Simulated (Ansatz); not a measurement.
Zincblende AlN, relaxed with r2SCAN: it is cubic, F-43m (No. 216); a = 4.370 Å in the conventional setting, 10.43 Å³ an atom. Al is surrounded by 4 N at 1.89 Å; N is surrounded by 4 Al at 1.89 Å. One-shot G0W0@PBE in the PAW code Ansatz on a 6×6×6 mesh (contour deformation, no spin-orbit coupling), from a PBE gap of 3.323 eV over the mesh points (the G0W0 gap is indirect on the mesh); the number N of bands summed and the screening cutoff rise together. Spin-unpolarised throughout; all numbers are computed.

| N | cutoff (eV) | 1000/N | G0W0 gap (eV) |
| --- | --- | --- | --- |
| 37 | 80 | 27.027 | 4.399 |
| 82 | 140 | 12.195 | 4.646 |

**Question.** Lay a straight line in 1000/N through these rows.

**Answer.** The slope is -0.0167 eV per unit of 1000/N and the intercept 4.849 eV.

**Question.** Predict the gap at N = 148 (210 eV).

**Answer.** 4.849 + (-0.0167) × 6.757 = 4.736 eV; the run gives 4.793 eV, +0.057 eV from the line.

**Question.** With that run's result added, what limit do the last two rows suggest?

**Answer.** Their slope is (4.793 − 4.646)/(6.757 − 12.195) = -0.0270, which meets 1/N = 0 at 4.98 eV, against 4.849 eV from the first line. The slope steepens, so 1/N isn't yet asymptotic and the true limit probably lies higher still; the k mesh isn't extrapolated.
